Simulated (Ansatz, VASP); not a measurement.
**Au in VASP and in Ansatz**

```
Au
1.0
     0.00000    2.10686    2.07618
     2.10686    0.00000    2.07618
     2.10686    2.10686    0.00000
Au
1
Direct
  0.00000 0.00000 0.00000
```

Change from the starting cell: strain +0.030 along x and y, +0.015 along z, atoms carried along.

Alike in both runs: task single point; functional PBE; k mesh 20 × 20 × 20; occupations gaussian, width 0.15 eV; no spin polarisation.

|  | VASP | Ansatz |
| --- | --- | --- |
| version | VASP 6.6.1 | Ansatz 0.2.0 |
| potentials or method | VASP PAW PBE potentials, release 64 (Au) | scalar-relativistic, plane waves, PAW |
| plane-wave cutoff (eV) | 520 | 420 |
| valence electrons in the cell | 11 | 19 |

Ansatz gave:

| Quantity | Value |
| --- | --- |
| gap on the k mesh at the Fermi level (eV) | none |
| pressure (GPa) | -3.3 |
| largest component of the traceless stress (GPa) | 0.21 |

Which values does VASP return?

gap on the k mesh at the Fermi level (eV): none; pressure (GPa): -3.5; largest component of the traceless stress (GPa): 0.21.

A gap of «none» marks a metal or a gap that the smearing closes. The two sets of potentials don't hold the same shells in valence.

The runs have no spin-orbit coupling, so splittings on Au are missing.
